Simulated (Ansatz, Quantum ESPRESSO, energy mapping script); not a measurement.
# MnO2 monolayer: energy mapping under LDA+U (3.6 eV), QE, GBRV, part 2 of 2

Aim: the exchange couplings of MnO2 monolayer from the energies of a few collinear orders, and the ordering temperature that they give.

LDA with U = 3.6 eV on Mn d, ortho-atomic projectors; plane waves, U on orthogonalised atomic orbitals unless named otherwise, collinear spin, no spin–orbit coupling.

So far. Step 3 (Compensated +− start in cell A (6 atoms)): The run ends antiferromagnetic, 61.24 meV a magnetic atom above the parallel order of its cell. Step 4 (Run 3 (parallel; cell B, 9 atoms)): The run ends ferromagnetic. For each magnetic atom its energy differs from the parallel run of the first cell by 0.03 meV, an error that one common reference would have brought in.

## Step 5: Uncompensated ++− start in cell B (9 atoms)

Level of this step: LDA with U = 3.6 eV on Mn d, ortho-atomic projectors, GBRV potentials (Quantum ESPRESSO).

This order reverses 2.67 of the 6 neighbours at 2.86 Å, 4 of the 6 neighbours at 4.95 Å and 2.67 of the 6 neighbours at 5.71 Å, counted for an average magnetic atom.

Contents of pw.in:

```
&control
  calculation = 'scf'
  prefix = 'pw'
  outdir = './tmp/'
  pseudo_dir = './pseudo/'
  verbosity = 'low'
/
&system
  ibrav = 0
  nat = 9
  ntyp = 3
  ecutwfc = 45
  ecutrho = 360
  nbnd = 59
  occupations = 'smearing'
  smearing = 'fd'
  degauss = 0.00367493
  nspin = 2
  starting_magnetization(1) = 0.3000
  starting_magnetization(2) = -0.3000
/
&electrons
  conv_thr = 2.2e-08
  electron_maxstep = 120
  mixing_beta = 0.3
  mixing_mode = 'plain'
/
ATOMIC_SPECIES
  Mn1 54.9380 Mn.upf
  Mn2 54.9380 Mn.upf
  O 15.9990 O.upf
CELL_PARAMETERS angstrom
  2.85687000 0.00000000 0.00000000
  -4.28530500 7.42236599 0.00000000
  0.00000000 0.00000000 16.89689100
ATOMIC_POSITIONS crystal
  Mn1 0.00000000 0.00000000 0.50000000
  Mn1 0.00000000 0.33333333 0.50000000
  Mn2 0.00000000 0.66666667 0.50000000
  O 0.66666667 0.11111111 0.55613100
  O 0.66666667 0.44444444 0.55613100
  O 0.66666667 0.77777778 0.55613100
  O 0.33333333 0.22222222 0.44386900
  O 0.33333333 0.55555556 0.44386900
  O 0.33333333 0.88888889 0.44386900
K_POINTS automatic
  12 4 1 0 0 0
HUBBARD {ortho-atomic}
U Mn1-3d 3.6
U Mn2-3d 3.6
```

The run is started by

```
> OMP_NUM_THREADS=1 mpirun -n 4 pw.x -nk 4 -in pw.in > pw.out
```

The log of the run:

```text
[banner, memory and clock lines left out]
Program PWSCF v.7.5 starts
[...]
unit-cell volume          =    2417.8884 (a.u.)^3
     number of atoms/cell      =            9
[...]
number of electrons       =        81.00
     number of Kohn-Sham states=           59
     kinetic-energy cutoff     =      45.0000  Ry
     charge density cutoff     =     360.0000  Ry
[...]
The total energy is F=E-TS. E is the sum of the following terms:
     one-electron contribution =   -4467.47719940 Ry
     hartree contribution      =    2232.68306273 Ry
     xc contribution           =    -121.39523009 Ry
     ewald contribution        =    1528.76895185 Ry
     Hubbard energy            =       0.50112318 Ry
     total magnetization       =     3.00 Bohr mag/cell
     absolute magnetization    =    10.06 Bohr mag/cell
     convergence has been achieved in  16 iterations
[key lines of the parts left out:]
!    total energy              =    -826.91929173 Ry
the Fermi energy is    -3.5148 ev
```

Run time: 4.4 min. Hardware: 4 MPI ranks of Arm Neoverse V1, shared host; peak memory 2.3 GiB.

The run ends ferrimagnetic, 35.70 meV a magnetic atom above the parallel order of its cell.

## Step 6: Parallel start in cell C (9 atoms)

The parallel order again, as the reference for this cell.

This run holds the same structure in another cell (a 2.857 → 4.948 Å, γ 120.0 → 30.0°).

Contents of pw.in:

```
&control
  calculation = 'scf'
  prefix = 'pw'
  outdir = './tmp/'
  pseudo_dir = './pseudo/'
  verbosity = 'low'
/
&system
  ibrav = 0
  nat = 9
  ntyp = 2
  ecutwfc = 45
  ecutrho = 360
  nbnd = 64
  occupations = 'smearing'
  smearing = 'fd'
  degauss = 0.00367493
  nspin = 2
  starting_magnetization(1) = 0.3000
/
&electrons
  conv_thr = 2.2e-08
  electron_maxstep = 120
  mixing_beta = 0.3
  mixing_mode = 'plain'
/
ATOMIC_SPECIES
  Mn 54.9380 Mn.upf
  O 15.9990 O.upf
CELL_PARAMETERS angstrom
  0.00000000 4.94824400 0.00000000
  -4.28530500 7.42236599 0.00000000
  0.00000000 0.00000000 16.89689100
ATOMIC_POSITIONS crystal
  Mn 0.00000000 0.00000000 0.50000000
  Mn 0.00000000 0.33333333 0.50000000
  Mn 0.00000000 0.66666667 0.50000000
  O 0.66666667 0.66666667 0.55613100
  O 0.66666667 0.00000000 0.55613100
  O 0.66666667 0.33333333 0.55613100
  O 0.33333333 0.00000000 0.44386900
  O 0.33333333 0.33333333 0.44386900
  O 0.33333333 0.66666667 0.44386900
K_POINTS automatic
  10 10 1 0 0 0
HUBBARD {ortho-atomic}
U Mn-3d 3.6
```

The log of the run:

```text
[banner, memory and clock lines left out]
Program PWSCF v.7.5 starts
[...]
unit-cell volume          =    2417.8884 (a.u.)^3
     number of atoms/cell      =            9
[...]
number of electrons       =        81.00
     number of Kohn-Sham states=           64
     kinetic-energy cutoff     =      45.0000  Ry
     charge density cutoff     =     360.0000  Ry
[...]
The total energy is F=E-TS. E is the sum of the following terms:
     one-electron contribution =   -4467.50016763 Ry
     hartree contribution      =    2232.73226539 Ry
     xc contribution           =    -121.42154376 Ry
     ewald contribution        =    1528.76894922 Ry
     Hubbard energy            =       0.49333078 Ry
     total magnetization       =     9.00 Bohr mag/cell
     absolute magnetization    =    10.19 Bohr mag/cell
     convergence has been achieved in  15 iterations
[key lines of the parts left out:]
!    total energy              =    -826.92716599 Ry
the Fermi energy is    -3.4055 ev
```

Wall time 4.4 min (4 MPI ranks); peak memory 2.2 GiB.

The run ends ferromagnetic. For each magnetic atom its energy differs from the parallel run of the first cell by 0.01 meV, an error that one common reference would have brought in.

## Step 7: Run 6 (uncompensated ++−; cell C, 9 atoms)

This order reverses 4 of the 6 neighbours at 2.86 Å, 0 of the 6 neighbours at 4.95 Å and 4 of the 6 neighbours at 5.71 Å, counted for an average magnetic atom.

Edit pw.in of step 6 so:

```diff
@@ -10,6 +10,6 @@
   nat = 9
-  ntyp = 2
+  ntyp = 3
   ecutwfc = 45
   ecutrho = 360
-  nbnd = 64
+  nbnd = 59
   occupations = 'smearing'
@@ -19,2 +19,3 @@
   starting_magnetization(1) = 0.3000
+  starting_magnetization(2) = -0.3000
 /
@@ -27,3 +28,4 @@
 ATOMIC_SPECIES
-  Mn 54.9380 Mn.upf
+  Mn1 54.9380 Mn.upf
+  Mn2 54.9380 Mn.upf
   O 15.9990 O.upf
@@ -34,5 +36,5 @@
 ATOMIC_POSITIONS crystal
-  Mn 0.00000000 0.00000000 0.50000000
-  Mn 0.00000000 0.33333333 0.50000000
-  Mn 0.00000000 0.66666667 0.50000000
+  Mn1 0.00000000 0.00000000 0.50000000
+  Mn1 0.00000000 0.33333333 0.50000000
+  Mn2 0.00000000 0.66666667 0.50000000
   O 0.66666667 0.66666667 0.55613100
@@ -46,2 +48,3 @@
 HUBBARD {ortho-atomic}
-U Mn-3d 3.6
+U Mn1-3d 3.6
+U Mn2-3d 3.6
```

The log of the run:

```text
[banner, memory and clock lines left out]
Program PWSCF v.7.5 starts
[...]
unit-cell volume          =    2417.8884 (a.u.)^3
     number of atoms/cell      =            9
[...]
number of electrons       =        81.00
     number of Kohn-Sham states=           59
     kinetic-energy cutoff     =      45.0000  Ry
     charge density cutoff     =     360.0000  Ry
[...]
The total energy is F=E-TS. E is the sum of the following terms:
     one-electron contribution =   -4467.47663701 Ry
     hartree contribution      =    2232.66974731 Ry
     xc contribution           =    -121.38340548 Ry
     ewald contribution        =    1528.76894922 Ry
     Hubbard energy            =       0.50489004 Ry
     total magnetization       =     3.00 Bohr mag/cell
     absolute magnetization    =    10.00 Bohr mag/cell
     convergence has been achieved in  15 iterations
[key lines of the parts left out:]
!    total energy              =    -826.91645592 Ry
the Fermi energy is    -3.5073 ev
```

It took 4.2 min on 4 MPI ranks; peak memory 2.4 GiB; 17 min of CPU time.

The run ends ferrimagnetic, 48.57 meV a magnetic atom above the parallel order of its cell.

## Step 8: Order 7: parallel, cell D of 12 atoms

The parallel order again, as the reference for this cell.

Contents of pw.in:

```
&control
  calculation = 'scf'
  prefix = 'pw'
  outdir = './tmp/'
  pseudo_dir = './pseudo/'
  verbosity = 'low'
/
&system
  ibrav = 0
  nat = 12
  ntyp = 2
  ecutwfc = 45
  ecutrho = 360
  nbnd = 84
  occupations = 'smearing'
  smearing = 'fd'
  degauss = 0.00367493
  nspin = 2
  starting_magnetization(1) = 0.3000
/
&electrons
  conv_thr = 3.0e-08
  electron_maxstep = 120
  mixing_beta = 0.3
  mixing_mode = 'plain'
/
ATOMIC_SPECIES
  Mn 54.9380 Mn.upf
  O 15.9990 O.upf
CELL_PARAMETERS angstrom
  0.00000000 4.94824400 0.00000000
  -5.71374000 9.89648799 0.00000000
  0.00000000 0.00000000 16.89689100
ATOMIC_POSITIONS crystal
  Mn 0.00000000 0.00000000 0.50000000
  Mn 0.00000000 0.25000000 0.50000000
  Mn 0.00000000 0.50000000 0.50000000
  Mn 0.00000000 0.75000000 0.50000000
  O 0.66666667 0.75000000 0.55613100
  O 0.66666667 0.00000000 0.55613100
  O 0.66666667 0.25000000 0.55613100
  O 0.66666667 0.50000000 0.55613100
  O 0.33333333 0.00000000 0.44386900
  O 0.33333333 0.25000000 0.44386900
  O 0.33333333 0.50000000 0.44386900
  O 0.33333333 0.75000000 0.44386900
K_POINTS automatic
  10 5 1 0 0 0
HUBBARD {ortho-atomic}
U Mn-3d 3.6
```

The log of the run:

```text
[banner, memory and clock lines left out]
Program PWSCF v.7.5 starts
[...]
unit-cell volume          =    3223.8512 (a.u.)^3
     number of atoms/cell      =           12
[...]
number of electrons       =       108.00
     number of Kohn-Sham states=           84
     kinetic-energy cutoff     =      45.0000  Ry
     charge density cutoff     =     360.0000  Ry
[...]
The total energy is F=E-TS. E is the sum of the following terms:
     one-electron contribution =   -5956.66759604 Ry
     hartree contribution      =    2976.97730317 Ry
     xc contribution           =    -161.89563144 Ry
     ewald contribution        =    2038.35859896 Ry
     Hubbard energy            =       0.65776785 Ry
     total magnetization       =    12.00 Bohr mag/cell
     absolute magnetization    =    13.59 Bohr mag/cell
     convergence has been achieved in  16 iterations
[key lines of the parts left out:]
!    total energy              =   -1102.56955750 Ry
the Fermi energy is    -3.3675 ev
```

The job ended after 12 min (4 MPI ranks; peak memory 3.5 GiB; 47 min of CPU time).

The run ends ferromagnetic. For each magnetic atom its energy differs from the parallel run of the first cell by 0.00 meV, an error that one common reference would have brought in.

## Step 9: Run 8 (compensated ++−−; cell D, 12 atoms)

This order reverses 4 of the 6 neighbours at 2.86 Å, 2 of the 6 neighbours at 4.95 Å and 4 of the 6 neighbours at 5.71 Å, counted for an average magnetic atom.

Edit pw.in of step 8 so:

```diff
@@ -10,6 +10,6 @@
   nat = 12
-  ntyp = 2
+  ntyp = 3
   ecutwfc = 45
   ecutrho = 360
-  nbnd = 84
+  nbnd = 74
   occupations = 'smearing'
@@ -19,2 +19,3 @@
   starting_magnetization(1) = 0.3000
+  starting_magnetization(2) = -0.3000
 /
@@ -27,3 +28,4 @@
 ATOMIC_SPECIES
-  Mn 54.9380 Mn.upf
+  Mn1 54.9380 Mn.upf
+  Mn2 54.9380 Mn.upf
   O 15.9990 O.upf
@@ -34,6 +36,6 @@
 ATOMIC_POSITIONS crystal
-  Mn 0.00000000 0.00000000 0.50000000
-  Mn 0.00000000 0.25000000 0.50000000
-  Mn 0.00000000 0.50000000 0.50000000
-  Mn 0.00000000 0.75000000 0.50000000
+  Mn1 0.00000000 0.00000000 0.50000000
+  Mn1 0.00000000 0.25000000 0.50000000
+  Mn2 0.00000000 0.50000000 0.50000000
+  Mn2 0.00000000 0.75000000 0.50000000
   O 0.66666667 0.75000000 0.55613100
@@ -49,2 +51,3 @@
 HUBBARD {ortho-atomic}
-U Mn-3d 3.6
+U Mn1-3d 3.6
+U Mn2-3d 3.6
```

The log of the run:

```text
[banner, memory and clock lines left out]
Program PWSCF v.7.5 starts
[...]
unit-cell volume          =    3223.8512 (a.u.)^3
     number of atoms/cell      =           12
[...]
number of electrons       =       108.00
     number of Kohn-Sham states=           74
     kinetic-energy cutoff     =      45.0000  Ry
     charge density cutoff     =     360.0000  Ry
[...]
The total energy is F=E-TS. E is the sum of the following terms:
     one-electron contribution =   -5956.62808950 Ry
     hartree contribution      =    2976.88555815 Ry
     xc contribution           =    -161.84391628 Ry
     ewald contribution        =    2038.35859896 Ry
     Hubbard energy            =       0.67318703 Ry
     total magnetization       =    -0.00 Bohr mag/cell
     absolute magnetization    =    13.32 Bohr mag/cell
     convergence has been achieved in  15 iterations
[key lines of the parts left out:]
!    total energy              =   -1102.55466164 Ry
the Fermi energy is    -3.5422 ev
```

Wall time 9.9 min (4 MPI ranks); peak memory 3.5 GiB; 40 min of CPU time.

The run ends antiferromagnetic, 50.67 meV a magnetic atom above the parallel order of its cell.

## Step 10: The fit

Each energy difference is a sum of couplings weighted by the pairs that the order reverses. A few near shells are fitted to the differences by least squares. Energies are those extrapolated to zero occupation width, not the free energies F.

Energies from the parallel order of the same cell:

```tsv
order	atoms	energy (meV a magnetic atom)	moments (μB)	moments kept as typed	opposed neighbours at 2.86, 4.95, 5.71 Å
parallel in cell A	6	0.00	2.74	yes	0, 0, 0
compensated +− in cell A	6	61.24	2.65	yes	4, 4, 0
parallel in cell B	9	0.00	2.74	yes	0, 0, 0
uncompensated ++− in cell B	9	35.70	2.65 to 2.70	yes	2.67, 4, 2.67
parallel in cell C	9	0.00	2.74	yes	0, 0, 0
uncompensated ++− in cell C	9	48.57	2.60 to 2.68	yes	4, 0, 4
parallel in cell D	12	0.00	2.74	yes	0, 0, 0
compensated ++−− in cell D	12	50.67	2.65	yes	4, 2, 4
```

Fitted to E = −Σ J e·e over ordered pairs of unit vectors (J > 0 favours parallel moments):

```tsv
pair	distance (Å)	neighbours	J (meV)
Mn–Mn	2.86	6	7.24
Mn–Mn	4.95	6	0.416
Mn–Mn	5.71	6	-1.15
```

Adding the shell at 7.56 Å gives 7.3, 0.41, -1.2 and -0.055 meV and a mean-field temperature of 301 K, an exact solve that tests nothing.

Limits of this fit: couplings between layers, chains or clusters are absent from the fit or under 2 % of the largest, so temperatures below mark short-range order.

In mean field these couplings order at 302 K.

## Step 11: Ordering temperature by Monte Carlo

Mean field ignores fluctuations and overstates the ordering temperature, so the model is also sampled. The heat capacity peaks where order sets in.

Classical unit spins with these couplings on 30×30×1 copies of a cell that holds the lowest order (900 spins), heat-bath sweeps, cooled from random directions, 1004 sweeps to settle and 3014 measured at each temperature, averaged over 4 runs.

```tsv
T (K)	heat capacity (k_B a spin)
36.3	1.07
62.0	1.09
101	1.19
126	1.36
152	1.49
191	1.27
216	1.01
242	0.81
268	0.66
307	0.50
332	0.42
```

The smoothed heat capacity has a broad peak at 147 K. An isotropic layer has no long-range order above 0 K, so no order parameter is shown.

## Step 12: Beside the first set of runs

The first set of orders, under PBE+U (3.6 eV), QE, GBRV, took 3.1 h of CPU time summed over its finished orders (seed run apart), these 2.8 h.

```tsv
quantity	this set	first set
J at 2.86 Å, meV	7.24	5.84
J at 4.95 Å, meV	0.416	0.382
J at 5.71 Å, meV	-1.15	-0.865
ordering temperature, mean field, K	302	248
heat-capacity peak, Monte Carlo, K	147	125
```

The coupling that led in the first set goes from 5.84 to 7.24 meV.

## Step 13: Summary of results

| Item | Value |
| --- | --- |
| lowest order tried | parallel |
| largest fitted value, Mn–Mn at 2.86 Å | 7.24 meV |
| ordering temperature, mean field | 302 K |
| heat-capacity peak, Monte Carlo | 147 K |

What this shows: Of the orders tried, MnO2 monolayer prefers parallel moments under LDA+U (3.6 eV), QE, GBRV. The coupling at 2.86 Å is 1.2 times that of the first set, at 0.92 times the CPU time. The largest fitted coupling is the Mn–Mn pair at 2.86 Å, ferromagnetic at 7.2 meV, across a ligand at about 97°. A ferromagnetic sign on a path near 90° is what the Goodenough–Kanamori rules expect, though these runs do not test the mechanism. With 4 differences for 3 couplings the fit misses by 0.26 meV at most, a small part of the spread. In the fitted orders moments change by up to 5.3 % against the parallel run of the same cell, so the mapping is rough. The fitted couplings above 2 % of the largest link the moments within layers only, where isotropic couplings give no order above 0 K. The peak at 147 K marks where short-range order sets in on this finite lattice; real ordering needs anisotropy.

1 further run of the session is left out of this account and of its counts and ranges: runs hit by known faults of a program or its files, repeats, responses too ill-conditioned to give a U, cells squeezed past sense, harmless faults, or fits whose shells could not be counted again from the structure.

[Logs and program files are shortened in this print: banners, set-up blocks, solver, clock and traceback lines can be left out without a mark of their own.]

[Logs are printed without paths, hosts, clocks, repeated set-up lines and the standing remarks that a program may print on its own settings, such as how far it seeks lower states.]

[Hosts, paths, dates, database ids (printed as entryN), source tags and the programs' standing remarks are cut or masked in the printed files.]

[Where a cell is said to come from a database of computed structures, the database is the Materials Project.]
